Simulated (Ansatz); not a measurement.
A series in volume scale on LiH

Periodic Kohn-Sham DFT of a crystal at fixed atoms, scaled to volume_scale times the given cell; pressure positive in compression, energy less spherical unpolarised free atoms, largest_vzz the field gradient of largest size among the nuclei. The results are calculated, by Ansatz 0.2.0.

The cell before it is scaled or strained (space group Fm-3m, No. 225):
```
CELL_PARAMETERS angstrom
0.00000 2.00350 2.00350
2.00350 0.00000 2.00350
2.00350 2.00350 0.00000
ATOMIC_POSITIONS crystal
Li 0.00000 0.00000 0.00000
H 0.50000 0.50000 0.50000
```

Settings of every row: method all-electron LAPW; functional PBE; relativity scalar; k mesh 14x14x14; filling fermi-dirac; smearing width 0.08 eV; basis error target 1 meV/atom; nucleus gaussian.

Atom start moment: 0 on all atoms.

| row | volume scale | V (Å³/atom) | energy less free atoms (eV/atom) | pressure (GPa) |
| --- | --- | --- | --- | --- |
| 1 | 0.9405 | 7.564 | -3.0561 | 2.44 |
| 2 | 0.97 | 7.801 | -3.0587 | 1.142 |
| 3 | 1 | 8.042 | -3.0596 | -0.017 |
| 4 | 1.03 | 8.283 | -3.0587 | -1.034 |
| 5 | 1.06 | 8.525 | ? | ? |

Question: what energy less free atoms and pressure should row 5 give?

Worked fit of energy less free atoms. Take u = (V_r/V)^(2/3) − 1 with V_r = 7.9215 Å³ an atom, which is twice the finite (Eulerian) strain; such expansions in the strain, on which the Birch-Murnaghan equation of state is built, carry the rest volume and the bulk modulus. The shown rows have u = 0.03127, 0.01027, -0.01001, -0.02931. Least squares give energy less free atoms = −3.05937 + 0.0393 × u + 2.102 × u² eV/atom; a straight line predicts inner rows, each left out in turn, worse (root mean square 0.0012 against 0.0001 eV/atom). All shown rows lie on it to the printed digit. The withheld row has u = -0.04777, so the fit gives −3.05937 + 0.0393 × (-0.04777) + 2.102 × (-0.04777)² = -3.0565 eV/atom.

The calculation gave -3.0565 eV/atom. The fit meets it to the printed digit. This row lies beyond the range of the fit.

Worked fit of pressure. Take u = (V_r/V)^(2/3) − 1 with V_r = 7.9215 Å³ an atom, which is twice the finite (Eulerian) strain; such expansions in the strain, on which the Birch-Murnaghan equation of state is built, carry the rest volume and the bulk modulus. The shown rows have u = 0.03127, 0.01027, -0.01001, -0.02931. Least squares give pressure = 0.5435 + 57.124 × u + 112.73 × u² GPa; a straight line predicts inner rows, each left out in turn, worse (root mean square 0.066 against 8.4e-05 GPa). All shown rows lie on it to the printed digit. The pressure vanishes at u = -0.0097, or V = 8.038 Å³ an atom, and there the bulk modulus at fixed shape and fractions is B = −V dP/dV = (2/3)(1 + u) dP/du = 36.3 GPa. The withheld row has u = -0.04777, so the fit gives 0.5435 + 57.124 × (-0.04777) + 112.73 × (-0.04777)² = -1.928 GPa.

The calculation gave -1.928 GPa. The fit meets it to the printed digit. This row lies beyond the range of the fit.
